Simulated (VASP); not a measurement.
Set up this calculation in VASP 6.6.1, as the native input.

```
Task                   : band structure
Functional             : r2SCAN
Potentials or basis    : VASP PAW PBE potentials, release 64 (Hf_pv, O)
Cutoff                 : 520 eV
k mesh                 : 6 × 6 × 8
Occupations            : fermi-dirac, width 0.05 eV
Spin                   : no spin polarisation
Further INCAR settings : ALGO = Normal; EDIFF = 1e-06; NBANDS = 31
```

The structure of HfO2 lies in POSCAR:

```
HfO2
1.0
    4.8135329900      0.0000000000      0.0000000000
    0.0000000000      4.8135329900      0.0000000000
    0.0000000000      0.0000000000      3.2054154100
Hf O
2 4
Direct
    0.5000000000      0.5000000000      0.5000000000
    0.0000000000      0.0000000000      0.0000000000
    0.8050448800      0.1949551200      0.5000000000
    0.6949551200      0.6949551200      0.0000000000
    0.3050448800      0.3050448800      0.0000000000
    0.1949551200      0.8050448800      0.5000000000
```

Measurements of this composition are mostly on another form, of space group No. 14.

The input as run:

INCAR

```
  PREC = Accurate
  ENCUT = 520
  EDIFF = 1E-6
  ISMEAR = -1
  SIGMA = 0.05
  LREAL = F
  LASPH = T
  NELM = 100
  ALGO = Normal
  ISIF = 2
  LWAVE = F
  LCHARG = F
  LMAXMIX = 4
  METAGGA = R2SCAN
  LMIXTAU = T
  NBANDS = 31
```

KPOINTS

```
regular mesh
0
Gamma
  6 6 8
```

KPOINTS_OPT

```
path GXMGZRAZ,XR,MA
10
line-mode
reciprocal
 0.0000000000  0.0000000000  0.0000000000  G
 0.0000000000  0.5000000000  0.0000000000  X

 0.0000000000  0.5000000000  0.0000000000  X
 0.5000000000  0.5000000000  0.0000000000  M

 0.5000000000  0.5000000000  0.0000000000  M
 0.0000000000  0.0000000000  0.0000000000  G

 0.0000000000  0.0000000000  0.0000000000  G
 0.0000000000  0.0000000000  0.5000000000  Z

 0.0000000000  0.0000000000  0.5000000000  Z
 0.0000000000  0.5000000000  0.5000000000  R

 0.0000000000  0.5000000000  0.5000000000  R
 0.5000000000  0.5000000000  0.5000000000  A

 0.5000000000  0.5000000000  0.5000000000  A
 0.0000000000  0.0000000000  0.5000000000  Z

 0.0000000000  0.5000000000  0.0000000000  X
 0.0000000000  0.5000000000  0.5000000000  R

 0.5000000000  0.5000000000  0.0000000000  M
 0.5000000000  0.5000000000  0.5000000000  A
```

Potentials or basis: VASP PAW PBE potentials, release 64 (Hf_pv, O).

The run is started by

```bash
$ cat potpaw_PBE.64/Hf_pv/POTCAR potpaw_PBE.64/O/POTCAR > POTCAR
$ mpirun -np 1 vasp_std > vasp.out
```

Results of the run:

```yaml
Pressure: 0.3 GPa
Largest_force: 0.011 eV/Å
Band_gap_on_the_k_mesh: 4.53 eV, direct
Band_gap_along_the_path: 4.53 eV, direct
```

Caveat: the PAW data sets were made with another functional, which shifts forces and pressure a little; spin-orbit coupling is left out, which moves the levels of the heavy elements.

Wall time 5.9 min on 1 thread of Intel(R) Xeon(R) Platinum 8488C (Sapphire Rapids), with other jobs on the host, peak memory 0.28 GiB.
